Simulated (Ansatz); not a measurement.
The system is Sb.

```
Sb
1.0
     3.16000    0.00000    0.00000
     0.00000    3.16000    0.00000
     0.00000    0.00000    3.16000
Sb
1
Direct
  0.00000 0.00000 0.00000
```

This isn't the form of Sb at room conditions, which is rhombohedral.

| Item | Value |
| --- | --- |
| Program | Ansatz 0.2.0 |
| Task | single point |
| Functional | PBE |
| Potentials or basis | all-electron LAPW, scalar-relativistic |
| Cutoff | 184 eV (chosen from the basis error) |
| Basis error allowed | 0.001 eV/atom |
| k mesh | 8 × 8 × 8 |
| Occupations | fermi-dirac, width 0.05 eV |
| Spin | no spin polarisation |

On this cell: pressure -2.2 GPa; band gap on the k mesh none (metal or under the smearing width).

The same run follows on a disturbed copy (cell strained at random at fixed volume):

```
Sb
1.0
     3.18307   -0.00916   -0.07927
    -0.00916    3.13721   -0.05653
    -0.07927   -0.05653    3.16292
Sb
1
Cartesian
  0.0128 0.0108 -0.0692
```

Q: What changes?

A: The energy (extrapolated to zero smearing) moves by +1.5 meV/atom; pressure -2.3 GPa; band gap on the k mesh none (metal or under the smearing width).

Stress tensor (GPa, compression positive):
```
-3.07 -0.11  0.50
-0.11 -1.30  0.08
 0.50  0.08 -2.58
```
